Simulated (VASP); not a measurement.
The system is ZnS.

```
Zn S
1.0
     0.00000    2.70200    2.70200
     2.70200    0.00000    2.70200
     2.70200    2.70200    0.00000
Zn S
1 1
Cartesian
  4.0530 4.0530 4.0530
  0.0000 0.0000 0.0000
```

| Property | Result |
| --- | --- |
| Program | VASP 6.6.1 |
| Task | relaxation of cell and atoms |
| Functional | HSEsol |
| Potentials or basis | VASP PAW PBE potentials, release 64 (Zn, S) |
| Cutoff | 600 eV |
| k mesh | 5 × 5 × 5 |
| Occupations | fermi-dirac, width 0.05 eV |
| Spin | no spin polarisation |

At the start: pressure -1.7 GPa; volume 19.73 Å³/atom.

Question: Where does the relaxation end?

Answer: Over 3 steps the energy falls by 2.1 meV/atom and the volume is 19.32 Å³/atom (-2.0 %); space group F-43m (No. 216, to 0.05 Å).

Step by step:
| step | energy change (eV) | largest force (eV/Å) | pressure (GPa) | volume (Å³) |
| --- | --- | --- | --- | --- |
| 1 | 0.0000 | 0.0000 | -1.72 | 39.45 |
| 2 | -0.0033 | 0.0000 | 0.85 | 38.26 |
| 3 | -0.0043 | 0.0000 | -0.06 | 38.65 |

Final structure:
```yaml
crystal:
  lattice:
    - [0.00000, 2.68346, 2.68346]
    - [2.68346, 0.00000, 2.68346]
    - [2.68346, 2.68346, 0.00000]
  atoms:
    - { symbol: Zn, position: [0.75000, 0.75000, 0.75000] }
    - { symbol: S, position: [0.00000, 0.00000, 0.00000] }
```

Caveat: the PAW data sets were made with another functional, which shifts forces and pressure a little.
